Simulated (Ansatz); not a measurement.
GdN, DFT, PBE, all-electron PAW with datasets made for the crystal, scalar-relativistic (Ansatz 0.2.0), run on 1 thread of Arm Neoverse V1 on a shared host.

The cell is COD entry 9008638, as deposited and not checked against the literature; nothing was relaxed. The listed cell was then made from it by scaling, straining or moving an atom.

Command: `ansatz run input.yaml --threads 1 --pin off --max-ram 3072MiB --backend cpu --events-out ev --progress --plain --runs-dir out`

```yaml
crystal:
  lattice:
    - [0.0, 2.5485222496, 2.5485222496]
    - [2.5485222496, 0.0, 2.5485222496]
    - [2.5485222496, 2.5485222496, 0.0]
  atoms:
    - { symbol: Gd, position: [0.0, 0.0, 0.0], spin: 7.0 }
    - { symbol: "N", position: [0.5, 0.5, 0.5] }
magnetization:
  spin_polarized: true
kpoints:
  mp_grid: { grid: [13, 13, 13] }
scf:
  occupations: { method: fermi_dirac, width: 0.05 }
hamiltonian:
  xc: pbe
  pseudopotentials: { kind: all_electron, datasets: crystal }
output:
  forces: true
  stress: true
  eigenvalues: true
  efg: { contact_densities: true }
```

Problem. How large is the problem that the program sets up?

Solution. 84 irreducible k-points, 339 plane waves at Γ, 19 bands.

Problem. About how long does it take, and how much memory does it use?

Solution. 33 s of wall time for 10 SCF iterations, with a peak of 0.73 GiB. Times on shared machines scatter by tens of per cent.

Problem. And the same cell and mesh by full-potential LAPW, asked for forces, stress, eigenvalues, on the same hardware?

Solution. 67 s, peak memory 0.6 GiB.

Problem. And the same cell and mesh by PAW with the default files, asked for forces, stress, eigenvalues, efg, on the same hardware?

Solution. 13 s, peak memory 0.45 GiB.
